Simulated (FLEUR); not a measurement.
# PbS (P-6m2) in FLEUR: further runs

The runs below take PbS through equation of state, with PBE.

Everything below comes from runs of FLEUR MaX-R8.1 (patched build s14). Logs are shortened: lines on timing, memory, paths and dates and some standing lists are left out, and cuts for length are marked.

## Step 1: The crystal as given

It takes space group P-6m2 (No. 187, hexagonal). The conventional cell has a = 4.090 Å, b = 4.090 Å, c = 3.788 Å, α = 90.00°, β = 90.00°, γ = 120.00°. Around Pb (site symmetry -6m2) lie 6 S at 3.03 Å. S (site symmetry -6m2) has 6 Pb at 3.03 Å as nearest neighbours.

Measurements of this composition are mostly on another form, of space group No. 225.

## Step 2: Equation of state, PBE, 25.79 Å³/atom (volume scaled by 0.94)

The input, inp.xml:

```xml
<?xml version="1.0" encoding="UTF-8" standalone="no"?>
<fleurInput fleurInputVersion="0.39">
   <comment>
      PbS                                                                                                 
   </comment>
   <calculationSetup>
      <cutoffs Kmax="3.8" Gmax="11.8" GmaxXC="11.8" numbands="0"/>
      <scfLoop itmax="60" minDistance="0.00001" maxIterBroyd="15" imix="Anderson" alpha="0.05" precondParam="0.0" spinf="2.0"/>
      <coreElectrons ctail="T" frcor="F" kcrel="0" coretail_lmax="0"/>
      <xcFunctional name="pbe" relativisticCorrections="F"/>
      <magnetism jspins="1"/>
      <soc l_soc="F" theta="0.0" phi="0.0" spav="F"/>
      <expertModes spex="0" secvar="F"/>
      <geometryOptimization l_f="F" forcealpha="1.0" forcemix="BFGS" epsdisp="0.0005" epsforce="0.0002"/>
      <ldaU l_linMix="F" mixParam="0.05" spinf="1.0"/>
   </calculationSetup>
   <cell>
      <bzIntegration valenceElectrons="26.0" mode="hist" fermiSmearingEnergy="0.00183747">
         <kPointListSelection listName="default-1"/>
         <!-- k-points included here -->
         <xi:include xmlns:xi="http://www.w3.org/2001/XInclude" href="kpts.xml"> </xi:include>
      </bzIntegration>
      <!-- symmetry operations included here -->
      <xi:include xmlns:xi="http://www.w3.org/2001/XInclude" href="sym.xml"> </xi:include>
      <bulkLattice scale="0.9795861087">
         <bravaisMatrix>
            <row-1>    7.7284085602731754     0.0000000000000000     0.0000000000000000</row-1>
            <row-2>   -3.8642042800421015     6.6929981440582509     0.0000000000000000</row-2>
            <row-3>    0.0000000000000000     0.0000000000000000     7.1585981442476081</row-3>
         </bravaisMatrix>
      </bulkLattice>
   </cell>
   <atomSpecies>
      <species name="Lead (Pb)" element="Pb" atomicNumber="82">
         <mtSphere radius="2.66" gridPoints="879" logIncrement="0.015"/>
         <atomicCutoffs lmax="11" lnonsphr="8"/>
         <electronConfig flipSpins="F">
            <coreConfig>(1s1/2) (2s1/2) (2p1/2) (2p3/2) (3s1/2) (3p1/2) (3p3/2) (4s1/2) (3d3/2) (3d5/2) (4p1/2) (4p3/2) (4d3/2) (4d5/2) (4f5/2) (4f7/2) (5s1/2)</coreConfig>
            <valenceConfig>(5p1/2) (5p3/2) (6s1/2) (5d3/2) (5d5/2) (6p1/2) (6p3/2)</valenceConfig>
            <stateOccupation state="(6p1/2)" spinUp="0.333333" spinDown="0.333333"/>
            <stateOccupation state="(6p3/2)" spinUp="0.666667" spinDown="0.666667"/>
         </electronConfig>
         <energyParameters s="6" p="6" d="5" f="5"/>
         <lo type="SCLO" l="1" n="5" eDeriv="0"/>
         <lo type="SCLO" l="1" n="5" eDeriv="1"/>
         <lo type="SCLO" l="0" n="6" eDeriv="2"/>
         <lo type="SCLO" l="2" n="5" eDeriv="2"/>
         <lo type="SCLO" l="3" n="5" eDeriv="2"/>
      </species>
      <species name="Sulfur (S)" element="S" atomicNumber="16">
         <mtSphere radius="2.2" gridPoints="751" logIncrement="0.016"/>
         <atomicCutoffs lmax="9" lnonsphr="7"/>
         <electronConfig flipSpins="F">
            <coreConfig>(1s1/2) (2s1/2) (2p1/2) (2p3/2)</coreConfig>
            <valenceConfig>(3s1/2) (3p1/2) (3p3/2)</valenceConfig>
            <stateOccupation state="(3p1/2)" spinUp="0.666667" spinDown="0.666667"/>
            <stateOccupation state="(3p3/2)" spinUp="1.333333" spinDown="1.333333"/>
         </electronConfig>
         <energyParameters s="3" p="3" d="3" f="4"/>
         <lo type="SCLO" l="0" n="3" eDeriv="2"/>
         <lo type="SCLO" l="1" n="3" eDeriv="2"/>
         <lo type="SCLO" l="2" n="3" eDeriv="2"/>
         <lo type="SCLO" l="3" n="4" eDeriv="2"/>
      </species>
   </atomSpecies>
   <atomGroups>
      <atomGroup species="Lead (Pb)">
         <relPos label="                   1">.0000000000 .0000000000 .0000000000</relPos>
         <force calculate="T" relaxXYZ="TTT"/>
      </atomGroup>
      <atomGroup species="Sulfur (S)">
         <relPos label="                   2">-1.000/3.000 1.000/3.000 1.000/2.000</relPos>
         <force calculate="T" relaxXYZ="TTT"/>
      </atomGroup>
   </atomGroups>
   <output dos="F" band="F" slice="F">
      <checks vchk="F" cdinf="F"/>
      <bandDOS minEnergy="-.5*Htr" maxEnergy="0.5*Htr" sigma="0.015" storeEVData="T"/>
      <vacuumDOS vacdos="F" integ="F" star="F" nstars="0" locx1="0.0" locy1="0.0" locx2="0.0" locy2="0.0" nstm="0" tworkf="0.0"/>
      <unfoldingBand unfoldBand="F" supercellX="1" supercellY="1" supercellZ="1"/>
      <plotting iplot="0" polar="F">
         <plot TwoD="T" vec1="  1.0  0.0  0.0" vec2="  0.0  1.0  0.0" vec3="  0.0  0.0  1.0" zero="  0.0  0.0  0.0" file="plot"/>
      </plotting>
      <chargeDensitySlicing numkpt="0" minEigenval="0.0" maxEigenval="0.0" nnne="0" pallst="F"/>
      <specialOutput eonly="F"/>
      <magneticCircularDichroism mcd="F" energyLo="-10.0" energyUp="0.0"/>
   </output>
  <!-- We include the file relax.xml here to enable relaxations (see documentation) -->
  <xi:include xmlns:xi="http://www.w3.org/2001/XInclude" href="relax.xml"> <xi:fallback/> </xi:include>
</fleurInput>
```

Potentials or basis: all-electron, FLAPW.

Run with:

```sh
inpgen -f crystal.txt -profile fastHighL
# inp.xml edited to the form shown
fleur
```

Standard output:

```text
Welcome to FLEUR        (www.flapw.de)
      MaX-Release 8.1          (www.max-centre.eu)

 ========== k-point set info ==========
 Selected k-point list: default-1
 k-point list type: mesh
 8 x 8 x 7
 Number of k points: 40

 ------------Calculation Setup---------------------------
 Number of OMP-threads    :            1
 Number of basis functions:          402
 Approximate size of matrices (H+S) per k-point:         0.005 GB
 --------------------------------------------------------
 Iteration:     1   Distance:      10.89329272 me/bohr^3
 Iteration:     2   Distance:       9.88746802 me/bohr^3
 Iteration:     3   Distance:       5.02204716 me/bohr^3
 Iteration:     4   Distance:       3.78646799 me/bohr^3
 Iteration:     5   Distance:       0.79872303 me/bohr^3
 Iteration:     6   Distance:       0.25040832 me/bohr^3
 Iteration:     7   Distance:       0.22015720 me/bohr^3
 Iteration:     8   Distance:       0.03300804 me/bohr^3
 Iteration:     9   Distance:       0.02879035 me/bohr^3
 Iteration:    10   Distance:       0.00247533 me/bohr^3
 Iteration:    11   Distance:       0.00100596 me/bohr^3
 Iteration:    12   Distance:       0.00069252 me/bohr^3
 Iteration:    13   Distance:       0.00009860 me/bohr^3
 Iteration:    14   Distance:       0.00007705 me/bohr^3
 Iteration:    15   Distance:       0.00001730 me/bohr^3
 Iteration:    16   Distance:       0.00001533 me/bohr^3
 Iteration:    17   Distance:       0.00000642 me/bohr^3

 ********************************************************************
 Run finished successfully
 Stop message:
   all done
 ********************************************************************
```

out.xml (last iteration):

```text
<iteration numberForCurrentRun="   17" overallNumber="   17">
         <energyParameters units="Htr">
            <atomicEP atomType="1" spin="1" branch="6s" branchLowest="-4.90" branchHighest="0.54" value="-0.0820356500"/>
            <atomicEP atomType="1" spin="1" branch="6p" branchLowest="-2.75" branchHighest="1.38" value="0.2018583501"/>
            <atomicEP atomType="1" spin="1" branch="5d" branchLowest="-14.35" branchHighest="-0.32" value="-0.3507468537"/>
            <atomicEP atomType="1" spin="1" branch="5f" branchLowest="-4.49" branchHighest="1.84" value="0.5416549062"/>
            <loAtomicEP atomType="1" spin="1" branch="5p" branchLowest="-23.28" branchHighest="-2.75" value="-2.7549946298"/>
            <loAtomicEP atomType="1" spin="1" branch="5p" branchLowest="-23.28" branchHighest="-2.75" value="-2.7549946298"/>
            <loAtomicEP atomType="1" spin="1" branch="6s" branchLowest="-4.90" branchHighest="0.54" value="-0.0820356500"/>
            <loAtomicEP atomType="1" spin="1" branch="5d" branchLowest="-14.35" branchHighest="-0.32" value="-0.3885753694"/>
            <loAtomicEP atomType="1" spin="1" branch="5f" branchLowest="-4.49" branchHighest="1.84" value="0.5416328064"/>
            <atomicEP atomType="2" spin="1" branch="3s" branchLowest="-7.30" branchHighest="0.36" value="-0.2290834357"/>
            <atomicEP atomType="2" spin="1" branch="3p" branchLowest="-5.27" branchHighest="0.92" value="0.0944063123"/>
            <atomicEP atomType="2" spin="1" branch="3d" branchLowest="-9.99" branchHighest="1.63" value="0.3766786272"/>
            <atomicEP atomType="2" spin="1" branch="4f" branchLowest="-9.99" branchHighest="3.82" value="0.5515377229"/>
            <loAtomicEP atomType="2" spin="1" branch="3s" branchLowest="-7.30" branchHighest="0.36" value="-0.2290834357"/>
            <loAtomicEP atomType="2" spin="1" branch="3p" branchLowest="-5.27" branchHighest="0.92" value="0.0937504955"/>
            <loAtomicEP atomType="2" spin="1" branch="3d" branchLowest="-9.99" branchHighest="1.63" value="0.3766728843"/>
            <loAtomicEP atomType="2" spin="1" branch="4f" branchLowest="-9.99" branchHighest="3.82" value="0.5515364656"/>
         </energyParameters>
         <eigenvalues>
            <eigenvaluesAt spin="1" ikpt="1" k_x="0.00000000" k_y="0.00000000" k_z="0.00000000">
                      -2.7544546829       -2.7544546829       -2.7532527238       -0.3894142074       -0.3878711082
                      -0.3878711082       -0.3838516643       -0.3838516643       -0.2675963119        0.0016677731
                       0.1451316429        0.1641958855        0.1641958855        0.3615930142        0.3615930142
                       0.4205294044        0.4871887905        0.4970589402        0.6471111724        0.6471111724
                       0.6495669774
            </eigenvaluesAt>
            <eigenvaluesAt spin="1" ikpt="2" k_x="0.00000000" k_y="0.00000000" k_z="0.14285714">
                      -2.7544542399       -2.7544542399       -2.7532562875       -0.3883806485       -0.3877908731
                      -0.3877908731       -0.3842482146       -0.3842482146       -0.2615135578       -0.0199529531
                       0.1573523461        0.1680773241        0.1680773241        0.3655648507        0.3655648507
                       0.4093750690        0.4895081357        0.5051961980        0.5836465298        0.5836465298
                       0.6762110917
            </eigenvaluesAt>
            <eigenvaluesAt spin="1" ikpt="3" k_x="0.00000000" k_y="0.00000000" k_z="0.28571429">
                      -2.7544539102       -2.7544539102       -2.7532655967       -0.3876224055       -0.3876224055
                      -0.3861060320       -0.3851591587       -0.3851591587       -0.2447872920       -0.0643183199
                       0.1773756635        0.1773756635        0.1855560237        0.3486972248        0.3744851419
                       0.3744851419        0.5273654219        0.5388272970        0.5388272970        0.5578997047
                       0.6212357249
            </eigenvaluesAt>
            <eigenvaluesAt spin="1" ikpt="4" k_x="0.00000000" k_y="0.00000000" k_z="0.42857143">
                      -2.7544536323       -2.7544536323       -2.7532737681       -0.3874756344       -0.3874756344
                      -0.3858959729       -0.3858959729       -0.3843230745       -0.2255971018       -0.1015087238
                       0.1855539392        0.1855539392        0.2240302688        0.2853015953        0.3806027069
                       0.3806027069        0.5286068919        0.5286068919        0.5635474569        0.5681077297
                       0.5681077297
            </eigenvaluesAt>
         </eigenvalues>
         <bandgap value="0.0486525266" units="eV"/>
         <sumValenceSingleParticleEnergies value="-20.0904859813" units="Htr"/>
         <FermiEnergy value="0.2303268734" units="Htr"/>
         <valenceDensity>
            <mtCharges spin="1">
               <mtCharge atomType="1" total="17.9185142" s="1.4907580" p="6.5421977" d="9.8589656" f="0.0225151"/>
               <mtCharge atomType="2" total="4.4744606" s="1.5614289" p="2.8817147" d="0.0284009" f="0.0024764"/>
            </mtCharges>
            <spinDependentCharge spin="1" total="26.0000000" interstitial="3.6070252" mtSpheres="22.3929748"/>
            <totalCharge value="26.0000000000"/>
         </valenceDensity>
         <coreStates atomType="     1" atomicNumber=" 82" spin="1" kinEnergy="  24108.4216340668" eigValSum=" -12924.6554215201" lostElectrons=" 0.000046">
            <state n="1" l="0" j="0.5" energy="-3232.9292043409" weight="1.0000000000"/>
            <state n="2" l="0" j="0.5" energy="-577.4247459593" weight="1.0000000000"/>
            <state n="2" l="1" j="0.5" energy="-554.4234512237" weight="1.0000000000"/>
            <state n="2" l="1" j="1.5" energy="-473.9409796996" weight="2.0000000000"/>
            <state n="3" l="0" j="0.5" energy="-138.3072061585" weight="1.0000000000"/>
            <state n="3" l="1" j="0.5" energy="-127.9452829157" weight="1.0000000000"/>
[... 9 lines left out ...]
            <state n="4" l="3" j="3.5" energy="-4.4081763434" weight="4.0000000000"/>
            <state n="5" l="0" j="0.5" energy="-4.8955923321" weight="1.0000000000"/>
         </coreStates>
         <coreStates atomType="     2" atomicNumber=" 16" spin="1" kinEnergy="    387.5938186676" eigValSum="   -222.1152826537" lostElectrons=" 0.000070">
            <state n="1" l="0" j="0.5" energy="-87.9278306682" weight="1.0000000000"/>
            <state n="2" l="0" j="0.5" energy="-7.3044288778" weight="1.0000000000"/>
            <state n="2" l="1" j="0.5" energy="-5.3060369230" weight="1.0000000000"/>
            <state n="2" l="1" j="1.5" energy="-5.2596724289" weight="2.0000000000"/>
         </coreStates>
         <allElectronCharges>
            <spinDependentCharge spin="1" total="98.0000000" interstitial="3.6071409" mtSpheres="94.3928591"/>
            <totalCharge value="97.9999999975"/>
         </allElectronCharges>
         <totalEnergy                                    value="   -21327.5032332684" units="Htr">
            <sumOfEigenvalues                            value="   -13166.8611901552">
               <coreElectrons value="-13146.7707041738"/>
               <valenceElectrons value="-20.0904859813"/>
            </sumOfEigenvalues>
            <densityCoulombPotentialIntegral value="-37390.3089602681"/>
            <densityEffectivePotentialIntegral value="-37934.3244835439"/>
            <chargeDenXCDenIntegral value="-415.9618325910"/>
            <FockExchangeEnergyValence value="0.0000000000"/>
            <FockExchangeEnergyCore value="0.0000000000"/>
            <atomTypeDependentContributions atomType="1">
               <electronNucleiInteractionDifferentMTs value="26464.2720709766"/>
               <MadelungTerm value="-39.9138327841"/>
            </atomTypeDependentContributions>
            <atomTypeDependentContributions atomType="2">
               <electronNucleiInteractionDifferentMTs value="472.2320662006"/>
               <MadelungTerm value="-7.4322439706"/>
            </atomTypeDependentContributions>
            <tkbTimesEntropy value="0.0000949636"/>
            <freeEnergy value="-21327.5033282320"/>
            <extrapolationTo0K value="-21327.5032807502"/>
         </totalEnergy>
         <densityConvergence units="me/bohr^3">
            <chargeDensity spin="1" distance="0.0000064165"/>
         </densityConvergence>
      </iteration>
```

It took 49 s on 1 thread of AMD EPYC 7R43 (Zen 3), shared host; peak memory 0.07 GiB.

What came out:

- Free energy: -580350.9307 eV
- Band gap on the k mesh: none (metal or under the smearing width)
- Valence electrons inside the program's atomic spheres: Pb 17.92; S 4.47 (radii Pb 2.66, S 2.2 bohr)

## Step 3: Equation of state, PBE, 26.34 Å³/atom (volume scaled by 0.96)

Changes to inp.xml since step 2:

```diff
@@ -24,3 +24,3 @@
       <xi:include xmlns:xi="http://www.w3.org/2001/XInclude" href="sym.xml"> </xi:include>
-      <bulkLattice scale="0.9795861087">
+      <bulkLattice scale="0.9864848297">
          <bravaisMatrix>
```

Potentials or basis: all-electron, FLAPW.

Run with:

```sh
inpgen -f crystal.txt -profile fastHighL
# inp.xml edited to the form shown
fleur
```

Run time: 50 s. Hardware: 1 thread of AMD EPYC 7R43 (Zen 3), shared host; peak memory 0.07 GiB.

Results (log left out):

```
Free energy                                           : -580350.9500 eV
Band gap on the k mesh                                : none (metal or under the smearing width)
Valence electrons inside the program's atomic spheres : Pb 17.90; S 4.46 (radii Pb 2.66, S 2.2 bohr)
```

## Step 4: Equation of state, PBE, 26.89 Å³/atom (volume scaled by 0.98)

Changes to inp.xml since step 3:

```diff
@@ -24,3 +24,3 @@
       <xi:include xmlns:xi="http://www.w3.org/2001/XInclude" href="sym.xml"> </xi:include>
-      <bulkLattice scale="0.9864848297">
+      <bulkLattice scale="0.9932883884">
          <bravaisMatrix>
```

Run with:

```sh
inpgen -f crystal.txt -profile fastHighL
# inp.xml edited to the form shown
fleur
```

It took 54 s on 1 thread of AMD EPYC 7R43 (Zen 3), shared host; peak memory 0.07 GiB.

Results (log left out):

| Item | Value |
| --- | --- |
| Free energy | -580350.9614 eV |
| Band gap on the k mesh | 0.13 eV, indirect (least direct gap 1.65 eV) |
| Valence electrons inside the program's atomic spheres | Pb 17.89; S 4.45 (radii Pb 2.66, S 2.2 bohr) |

Caveat: spin-orbit coupling is left out, which as a rule narrows the gap of such compounds by several tenths of an eV; an odd mesh through Γ misses points on the zone boundary, where band edges often lie.

## Step 5: Equation of state, PBE, 27.44 Å³/atom

Changes to inp.xml since step 4:

```diff
@@ -24,3 +24,3 @@
       <xi:include xmlns:xi="http://www.w3.org/2001/XInclude" href="sym.xml"> </xi:include>
-      <bulkLattice scale="0.9932883884">
+      <bulkLattice scale="1.0000000000">
          <bravaisMatrix>
```

Run with:

```sh
inpgen -f crystal.txt -profile fastHighL
# inp.xml edited to the form shown
fleur
```

It took 50 s on 1 thread of AMD EPYC 7R43 (Zen 3), shared host; peak memory 0.07 GiB.

It converged, with:

* Free energy: -580350.9652 eV
* Band gap on the k mesh: 0.21 eV, indirect (least direct gap 1.65 eV)
* Valence electrons inside the program's atomic spheres: Pb 17.87; S 4.45 (radii Pb 2.66, S 2.2 bohr)

Caveat: spin-orbit coupling is left out, which as a rule narrows the gap of such compounds by several tenths of an eV; an odd mesh through Γ misses points on the zone boundary, where band edges often lie.

## Step 6: Equation of state, PBE, 27.98 Å³/atom (volume scaled by 1.02)

Changes to inp.xml since step 5:

```diff
@@ -24,3 +24,3 @@
       <xi:include xmlns:xi="http://www.w3.org/2001/XInclude" href="sym.xml"> </xi:include>
-      <bulkLattice scale="1.0000000000">
+      <bulkLattice scale="1.0066227096">
          <bravaisMatrix>
```

Potentials or basis: all-electron, FLAPW.

Run with:

```sh
inpgen -f crystal.txt -profile fastHighL
# inp.xml edited to the form shown
fleur
```

Run time: 57 s. Hardware: 1 thread of AMD EPYC 7R43 (Zen 3), shared host; peak memory 0.07 GiB.

Results (log left out):

```
Free energy                                           : -580350.9622 eV
Band gap on the k mesh                                : 0.29 eV, indirect (least direct gap 1.64 eV)
Valence electrons inside the program's atomic spheres : Pb 17.86; S 4.44 (radii Pb 2.66, S 2.2 bohr)
```

Caveat: spin-orbit coupling is left out, which as a rule narrows the gap of such compounds by several tenths of an eV; an odd mesh through Γ misses points on the zone boundary, where band edges often lie.

## Step 7: Equation of state, PBE, 28.53 Å³/atom (volume scaled by 1.04)

Changes to inp.xml since step 6:

```diff
@@ -24,3 +24,3 @@
       <xi:include xmlns:xi="http://www.w3.org/2001/XInclude" href="sym.xml"> </xi:include>
-      <bulkLattice scale="1.0066227096">
+      <bulkLattice scale="1.0131594038">
          <bravaisMatrix>
```

Run with:

```sh
inpgen -f crystal.txt -profile fastHighL
# inp.xml edited to the form shown
fleur
```

Run time: 57 s. Hardware: 1 thread of AMD EPYC 7R43 (Zen 3), shared host; peak memory 0.07 GiB.

It converged, with:

| Quantity | Value |
| --- | --- |
| Free energy | -580350.9530 eV |
| Band gap on the k mesh | 0.36 eV, indirect (least direct gap 1.63 eV) |
| Valence electrons inside the program's atomic spheres | Pb 17.85; S 4.43 (radii Pb 2.66, S 2.2 bohr) |

Caveat: spin-orbit coupling is left out, which as a rule narrows the gap of such compounds by several tenths of an eV; an odd mesh through Γ misses points on the zone boundary, where band edges often lie.

(Part 1 of 2 ends here.)
